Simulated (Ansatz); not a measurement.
## Bi$_{2}$Se$_{3}$: experiment and calculation

**What was measured.**

From “Evidence for a direct band gap in the topological insulator Bi2Se3 from theory and experiment”, 2012, arxiv:1210.4477, for a bulk crystal of Bi2Se3: lattice constant a 4.1355 ± 0.0005 Å.

From “Crystal Growth and Magneto-transport of Bi2Se3 Single crystals”, 2017, arxiv:1701.06280, for a powder of Bi2Se3 at 300 K: lattice constant c 28.701 ± 0.0007 Å.

How close the calculation comes is told below.

These are results of DFT r2SCAN, scalar-relativistic, plane waves, PAW (Ansatz 0.2.0), not measurements.

Plane waves to 500 eV, a k mesh through Γ of 12×12×12 on the computed 5-atom cell and Gaussian smearing (0.02 eV); no spin polarisation.

Relaxed structure, symmetry kept:

```cif
data_structure
_symmetry_space_group_name_H-M 'P 1'
_symmetry_Int_Tables_number 1
_cell_length_a 10.3430
_cell_length_b 10.3430
_cell_length_c 10.3430
_cell_angle_alpha 23.228
_cell_angle_beta 23.228
_cell_angle_gamma 23.228
_cell_volume 151.09
loop_
_atom_site_label
_atom_site_type_symbol
_atom_site_fract_x
_atom_site_fract_y
_atom_site_fract_z
_atom_site_occupancy
Bi1 Bi 0.39771 0.39771 0.39771 1
Bi2 Bi 0.60229 0.60229 0.60229 1
Se1 Se 0.00000 0.00000 0.00000 1
Se2 Se 0.21772 0.21772 0.21772 1
Se3 Se 0.78228 0.78228 0.78228 1
```

```json
{"Space group": "R-3m (No. 166)", "Volume per atom": "30.22 Å³", "Formation energy from the elements' standard states (uncorrected)": "-0.431 eV/atom", "Generalised Kohn–Sham band gap": "0.82 eV", "Löwdin character of the top 1 eV of the valence band": "Se 4p 86 %, Bi 6s 9 %", "Löwdin character of the lowest 1 eV of the conduction band": "Bi 6p 65 %, Se 4p 21 %, Se 4s 9 %", "Bader charges (e)": "Bi (2 in the cell) 1.12, Se (1 in the cell) -0.91, Se (2 in the cell) -0.67"}
```

Spin-orbit coupling is left out, which matters for the bands of heavy elements. The cell holds layers, and where no dispersion correction was added their binding is poorly described.

Against the measured lattice constant a of Bi2Se3, 4.1355 Å (quoted in the paper above), the calculated 4.164 Å is off by +0.7 %. 4 values of this kind are on record (4.1265 to 4.1375 Å); this one was drawn at random among those near their median, those with a stated uncertainty first. Against the measured lattice constant c of Bi2Se3, 28.701 Å (300 K; powder; the paper above), the calculated 30.179 Å is off by +5.1 %. So large a difference can come from the functional (as between layers that it hardly binds), but also from another choice of axes, another phase or a misread value. 3 values of this kind are on record (28.6307 to 28.701 Å); this one was drawn at random among those near their median, those with a stated uncertainty first. The calculation is for 0 K without zero-point motion.